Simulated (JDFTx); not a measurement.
**LiF (Griceite): equation of state with PBE**

The system is LiF (Griceite).

```
F Li
1.0
     0.00000    2.01400    2.01400
     2.01400    0.00000    2.01400
     2.01400    2.01400    0.00000
F Li
1 1
Direct
  0.50000 0.50000 0.50000
  0.00000 0.00000 0.00000
```

```json
{
  "Program": "JDFTx 1.7.0 (patched build)",
  "Task": "equation of state",
  "Functional": "PBE",
  "Potentials or basis": "PseudoDojo-SR-PBE-0.5-standard with smoothed tails",
  "Cutoff": "1143 eV",
  "Density cutoff": "9143 eV",
  "k mesh": "11 × 11 × 11",
  "Occupations": "fermi-dirac, width 0.05 eV",
  "Spin": "no spin polarisation"
}
```

```json
{
 "Equilibrium volume": "8.37 Å³/atom",
 "Bulk modulus": "68 GPa",
 "Pressure derivative of the bulk modulus": "4.2"
}
```

Energy against volume, from the lowest point:
```
volume (Å³/atom)  energy (meV/atom)
           7.679              14.10
           7.842               7.94
           8.006               3.66
           8.169               1.07
           8.333               0.00
           8.496               0.31
           8.659               1.87
```

PBE usually gives volumes a little too large and moduli too small. Zero-point motion and thermal expansion aren't in these numbers.
